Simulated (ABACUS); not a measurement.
MnO, 2 atoms in the cell. The structure is cubic, space group Fm-3m (No. 225). Conventional cell: a = 4.448 Å, b = 4.448 Å, c = 4.448 Å, α = 90.00°, β = 90.00°, γ = 90.00°. Mn (site symmetry m-3m) is surrounded by 6 O at 2.22 Å. Around O (site symmetry m-3m) lie 6 Mn at 2.22 Å. The cell is a database's computed one.

| Item | Value |
| --- | --- |
| Program | ABACUS 3.10.1 |
| Task | single point |
| Functional | LDA |
| Potentials or basis | SG15 ONCV 1.2 PBE |
| Cutoff | 1361 eV |
| Density cutoff | 5442 eV |
| Basis | DZP LCAO (the cutoffs set its grid) |
| k mesh | 7 × 7 × 7 |
| Occupations | fermi-dirac, width 0.05 eV |
| Spin | collinear spin, ferromagnetic start |
| Starting moments | [4.0, 0.0] μB |
| Radial cutoff of the potentials (pseudo_rcut) | 7 bohr |
| Orbital files | Mn Mn_confined-atom_7au_3s2p2d1f.orb, O O_confined-atom_6au_2s2p1d.orb |
| SCF threshold on the density | 1e-07 |
| Max SCF steps | 100 |
| Eigensolver | genelpa |
| Mixing | broyden |
| Mixing share | 0.4 |
| Symmetry key | 1 |

Potentials or basis: SG15 ONCV 1.2 PBE, DZP LCAO (the cutoffs set its grid).

The run is started by

```console
$ OMP_NUM_THREADS=1 python run_abacus.py > log
```

Hardware: 4 MPI ranks on AMD EPYC 7R43 64-Core Processor (Zen 3) (shared host).

Task: How long does it take, and how much memory?

Result: It took 14 s on 4 MPI ranks on AMD EPYC 7R43 64-Core Processor (Zen 3) (shared host), peak memory 0.44 GiB a rank. Counts: scf iterations 14, k points 20, bands 23, basis 39, ranks 4.
